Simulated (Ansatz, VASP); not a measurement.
## NbH2: VASP beside Ansatz

```
Nb H
1.0
     0.00000    2.28150    2.28150
     2.28150    0.00000    2.28150
     2.28150    2.28150    0.00000
Nb H
1 2
Direct
  0.00000 0.00000 0.00000
  0.25000 0.25000 0.25000
  0.75000 0.75000 0.75000
```

Alike in both runs: task relaxation of cell and atoms; functional PBEsol; k mesh 16 × 16 × 16; occupations gaussian, width 0.1 eV; no spin polarisation.

|  | VASP | Ansatz |
| --- | --- | --- |
| version | VASP 6.6.1 | Ansatz 0.2.0 |
| potentials or method | VASP PAW PBE potentials, release 64 (Nb_sv, H) | scalar-relativistic, plane waves, PAW |
| plane-wave cutoff (eV) | 600 | 420 |
| valence electrons in the cell | 15 | 15 |

Ansatz gave:

| Item | Value |
| --- | --- |
| gap on the k mesh at the Fermi level, each at its own relaxed structure (eV) | none |
| relaxed volume (Å³/atom) | 7.68 |
| relaxed cell length with the largest relative difference (Å) | 3.195 |
| energy change over the relaxation (meV/atom) | -4 |

**Question.** Which values does VASP return?

**Answer.** gap on the k mesh at the Fermi level, each at its own relaxed structure (eV): none; relaxed volume (Å³/atom): 7.67; relaxed cell length with the largest relative difference (Å): 3.193; energy change over the relaxation (meV/atom): -5.

A gap of «none» marks a metal or a gap that the smearing closes.

Caveats: the PAW data sets were made with another functional, which shifts forces and pressure a little (VASP).
